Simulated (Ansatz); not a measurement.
## ZrSe2: equation of state with exchange-only PBE

ZrSe2:

```xyz
3
Lattice="3.7980 0.0000 0.0000 -1.8990 3.2892 0.0000 0.0000 0.0000 6.1920" Properties=species:S:1:pos:R:3 pbc="T T T"
Zr    0.0000    0.0000    0.0000
Se    1.8990    1.0964    4.6440
Se    0.0000    2.1928    1.5480
```

```
Program             : Ansatz 0.2.0
Task                : equation of state
Functional          : exchange-only PBE
Potentials or basis : Ansatz PAW
Cutoff              : 420 eV
Density cutoff      : 1680 eV
k mesh              : 8 × 8 × 5
Occupations         : fermi-dirac, width 0.05 eV
Spin                : no spin polarisation
```

* Equilibrium volume: outside the volumes run

Energy against volume, from the lowest point:
| volume (Å³/atom) | energy (meV/atom) |
| --- | --- |
| 24.237 | 235.22 |
| 24.753 | 178.54 |
| 25.268 | 129.72 |
| 25.784 | 88.05 |
| 26.300 | 52.92 |
| 26.815 | 23.74 |
| 27.331 | 0.00 |

All runs of the series together: 14 s on 2 threads of Intel(R) Xeon(R) CPU @ 2.60GHz (Ice Lake), with other jobs on the host.

Caveat: the potentials were made for another functional, which shifts forces and pressure.
